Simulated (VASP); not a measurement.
# Sb (I4/mmm) in VASP: a series of runs, part 2 of 2

VASP 6.6.1. The steps go on from the part before.

### 4 Single point, r2SCAN

INCAR

```
ADDGRID = True
ALGO = Normal
EDIFF = 1E-6
ENCUT = 400
ISIF = 2
ISMEAR = 0
LASPH = True
LCHARG = False
LMIXTAU = True
LREAL = False
LWAVE = False
METAGGA = R2SCAN
NBANDS = 8
NELM = 100
PREC = Accurate
SIGMA = 0.05
```

KPOINTS

```
k-points
0
Gamma
  5 5 5
```

POSCAR

```
Sb
1.0
   -1.5765401831      1.5765401831      2.7119384313
    1.5765401831     -1.5765401831      2.7119384313
    1.5765401831      1.5765401831     -2.7119384313
Sb
1
Direct
    0.0000000000      0.0000000000      0.0000000000
```

Potentials or basis: VASP PAW PBE potentials, release 64 (Sb).

Launch:

```console
> cat potpaw_PBE.64/Sb/POTCAR > POTCAR
> mpirun -np 1 vasp_std > vasp.out
```

OUTCAR:

```text
EDIFF = 1E-6
   ENCUT = 400
   ISIF = 2
   ISMEAR = 0
   LASPH = True
   LREAL = False
   METAGGA = R2SCAN
   NELM = 100
   PREC = Accurate

 Found     18 irreducible k-points:

 Following reciprocal coordinates:
            Coordinates               Weight
  0.000000  0.000000  0.000000      1.000000
  0.200000 -0.000000  0.000000      8.000000
  0.400000  0.000000 -0.000000      8.000000
  0.200000  0.200000  0.000000      8.000000
  0.400000  0.200000  0.000000     16.000000
 -0.400000  0.200000 -0.000000     16.000000
   k-points           NKPTS =     18   k-points in BZ     NKDIM =     18   number of bands    NBANDS=      8
   number of dos      NEDOS =    301   number of ions     NIONS =      1
   total plane-waves  NPLWV =  13824
   dimension x,y,z NGX =    24 NGY =   24 NGZ =   24
   dimension x,y,z NGXF=    48 NGYF=   48 NGZF=   48
   ions per type =               1
   NGX,Y,Z   is equivalent  to a cutoff of  11.36, 11.36, 11.36 a.u.
   NGXF,Y,Z  is equivalent  to a cutoff of  22.73, 22.73, 22.73 a.u.
 SYSTEM =  unknown system
   PREC   = accura    normal or accurate (medium, high low for compatibility)
   ISTART =      0    job   : 0-new  1-cont  2-samecut
   ICHARG =      2    charge: 1-file 2-atom 10-const
   ISPIN  =      1    spin polarized calculation?
   LNONCOLLINEAR =      F non collinear calculations
   LSORBIT =      F    spin-orbit coupling
   LASPH  =      T    aspherical Exc in radial PAW
   ENCUT  =  400.0 eV  29.40 Ry    5.42 a.u.   5.73  5.73  5.73*2*pi/ulx,y,z
   NELM   =    100;   NELMIN=  2; NELMDL= -5     # of ELM steps
   EDIFF  = 0.1E-05   stopping-criterion for ELM
   LREAL  =      F    real-space projection
   EDIFFG = 0.1E-04   stopping-criterion for IOM
   NSW    =      0    number of steps for IOM
   IBRION =     -1    ionic relax: 0-MD 1-quasi-New 2-CG
   NFREE  =      0    steps in history (QN), initial steepest desc. (CG)
   ISIF   =      2    stress and relaxation
   ISYM   =      2    0-nonsym 1-usesym 2-fastsym
   POTIM  = 0.5000    time-step for ionic-motion
   TEBEG  =    0.0;   TEEND  =   0.0 temperature during run
   PSTRESS=    0.0 pullay stress
   NELECT =       5.0000    total number of electrons
   NUPDOWN=      -1.0000    fix difference up-down
   EMIN   =  10.00;   EMAX   =-10.00  energy-range for DOS
   EFERMI =   0.00;   METHOD = LEGACY
   ISMEAR =     0;   SIGMA  =   0.05  broadening in eV -4-tet -1-fermi 0-gaus
   EFERMI_NEDOS =   21; number of points for ismear=-14 and -15
   IALGO  =     38    algorithm
   IMIX   =      4    mixing-type and parameters
     AMIX     =   0.40;   BMIX     =  1.00
     AMIX_MAG =   1.60;   BMIX_MAG =  1.00
  volume/ion in A,a.u.               =      26.96       181.95
  Fermi-wavevector in a.u.,A,eV,Ry     =   0.933573  1.764197 11.858269  0.871558
  Thomas-Fermi vector in A             =   2.060288
   LORBIT       =      0    0 simple, 1 ext, 2 COOP (PROOUT), +10 PAW based schemes
   METAGGA = R2SCAN    functional components
   LHFCALC =     F    Hartree Fock is set to
   AEXX    =    0.0000 exact exchange contribution
   IVDW    =     0    specifies the selected vdW correction
   LEPSILON=     F    determine dielectric tensor
   LRPA    =     F    only Hartree local field effects (RPA)
 non-spin polarized calculation
 Gauss-broadening in eV      SIGMA  =   0.05
  energy-cutoff  :      400.00
  volume of cell :       26.96
 maximum number of plane-waves:       501
   NGX = 11   NGY = 11   NGZ = 11

 number of electron       5.0000000 magnetization

 Free energy of the ion-electron system (eV)
  ---------------------------------------------------
  ext. energy  EPLUGINS =         0.00000000
  ---------------------------------------------------
  free energy    TOTEN  =       -25.17886220 eV

  energy without entropy =      -25.17374041  energy(sigma->0) =      -25.17630131

 E-fermi :   8.6501     XC(G=0): -10.7923

 val. band max:        8.6446477497   @ k =   0.4000   0.4000  -0.0000
 cond. band min:       8.6679750658   @ k =   0.4000   0.2000   0.0000
 fundamental gap:      0.0233273161
 Fermi energy:         8.6500709427

 k-point     1 :       0.0000    0.0000    0.0000
  band No.  band energies     occupation
      1      -5.1385      2.00000
      2      13.3311      0.00000
      3      14.1851      0.00000
      4      14.1851      0.00000
      5      18.1560      0.00000
      6      19.6727      0.00000
      7      19.7345      0.00000
      8      19.7345      0.00000

 k-point     2 :       0.2000   -0.0000    0.0000
  band No.  band energies     occupation
      1      -4.2933      2.00000
      2       9.2352      0.00000
      3      12.0293      0.00000
      4      14.0664      0.00000
      5      16.6308      0.00000
      6      18.4869      0.00000
      7      20.9094      0.00000
      8      21.1265      0.00000

 k-point     3 :       0.4000    0.0000   -0.0000
  band No.  band energies     occupation
      1      -1.9487      2.00000
      2       3.6453      2.00000
      3      10.4942      0.00000
      4      14.0960      0.00000
      5      15.1911      0.00000
      6      18.7828      0.00000
      7      20.0459      0.00000
      8      20.5806      0.00000

 k-point     4 :       0.2000    0.2000    0.0000
  band No.  band energies     occupation
      1      -3.0557      2.00000
      2       7.9974      2.00000
      3       8.7278      0.02795
      4      11.2819      0.00000
      5      17.3810      0.00000
      6      18.6480      0.00000
      7      19.7142      0.00000
      8      21.5581      0.00000

 k-point     5 :       0.4000    0.2000    0.0000
  band No.  band energies     occupation
      1      -0.6236      2.00000
      2       3.5189      2.00000
      3       8.6680      0.61257
      4      10.2037      0.00000
      5      15.4692      0.00000
      6      17.8639      0.00000
      7      22.3931      0.00000
      8      22.4507      0.00000

 k-point     6 :      -0.4000    0.2000   -0.0000
  band No.  band energies     occupation
      1      -1.8378      2.00000
      2       5.4334      2.00000
      3       9.7209      0.00000
      4      10.7177      0.00000
      5      15.1583      0.00000
      6      17.3544      0.00000
      7      18.8489      0.00000
      8      23.6972      0.00000

 [... further k-points ...]

------------------------ aborting loop because EDIFF is reached ----------------------------------------

  FORCE on cell =-STRESS in cart. coord.  units (eV):
  Direction    XX          YY          ZZ          XY          YZ          ZX
  --------------------------------------------------------------------------------------
  -------------------------------------------------------------------------------------
  Total        0.0557061      0.0557061      0.3399815      0.0000000      0.0000000      0.0000000
  in kB        3.3102681      3.3102681     20.2030068      0.0000000      0.0000000      0.0000000
  external PRESSURE =       8.9411810 kB  Pullay stress =       0.0000000 kB

 VOLUME and BASIS-vectors are now :
 -----------------------------------------------------------------------------
  energy-cutoff  :      400.00
  volume of cell :       26.96
      direct lattice vectors                 reciprocal lattice vectors
    -1.576540183  1.576540183  2.711938431     0.000000000  0.317150178  0.184369967
     1.576540183 -1.576540183  2.711938431     0.317150178  0.000000000  0.184369967
     1.576540183  1.576540183 -2.711938431     0.317150178  0.317150178  0.000000000

 POSITION                                       TOTAL-FORCE (eV/Angst)
 -----------------------------------------------------------------------------------
      0.00000      0.00000      0.00000        -0.000000     -0.000000     -0.000000
 -----------------------------------------------------------------------------------
    total drift:                                0.000000     -0.000000     -0.000000

  FREE ENERGIE OF THE ION-ELECTRON SYSTEM (eV)
  ---------------------------------------------------
  free  energy   TOTEN  =       -25.1788622041 eV

  energy  without entropy=      -25.1737404065  energy(sigma->0) =      -25.17630131
```

stdout:

```text
POSCAR found type information on POSCAR Sb
 POSCAR found :  1 types and       1 ions
 scaLAPACK will be used
 -----------------------------------------------------------------------------
|                                                                             |
|                                                                             |
|     You enforced a specific xc type in the INCAR file but a different       |
|     I HOPE YOU KNOW WHAT YOU ARE DOING!                                     |
|                                                                             |
 -----------------------------------------------------------------------------

 LDA part: xc-table for (None), standard interpolation
 POSCAR, INCAR and KPOINTS ok, starting setup
 FFT: planning ... GRIDC
 FFT: planning ... GRID_SOFT
 FFT: planning ... GRID
 WAVECAR not read
 entering main loop
```

It took 13 s on 1 thread of Intel Xeon Platinum 8375C at 2.90GHz (Ice Lake), shared host; peak memory 0.21 GiB.

The run converged, but some of its settings lie outside the range that counts as converged, so its numbers aren't taken as properties of the crystal.

Results:

```
Free energy            : -25.1789 eV
Pressure               : 0.9 GPa
Band gap on the k mesh : none (metal or under the smearing width)
```

Caveat: the k mesh is coarse (spacing up to 0.56 Å⁻¹), so the values aren't converged; the PAW data sets were made with another functional, which shifts forces and pressure a little.

### 5 Single point, r2SCAN

INCAR is that of step 4.

KPOINTS is that of step 4.

POSCAR

```
Sb
1.0
   -1.5638750000      1.6131910000      2.7402030000
    1.6104090000     -1.5604430000      2.7365900000
    1.5281950000      1.5247630000     -2.7095380000
Sb
1
Direct
    0.0004760000      0.0218010000      0.0165680000
```

Launch:

```console
> cat potpaw_PBE.64/Sb/POTCAR > POTCAR
> mpirun -np 1 vasp_std > vasp.out
```

Wall time 26 s (1 thread of Intel Xeon Platinum 8375C at 2.90GHz (Ice Lake), shared host); peak memory 0.21 GiB.

The run converged, but some of its settings lie outside the range that counts as converged, so its numbers aren't taken as properties of the crystal.

Results:

```
Free energy            : -25.1982 eV
Pressure               : 0.8 GPa
Band gap on the k mesh : none (metal or under the smearing width)
```

Caveat: the k mesh is coarse (spacing up to 0.57 Å⁻¹), so the values aren't converged; the PAW data sets were made with another functional, which shifts forces and pressure a little.
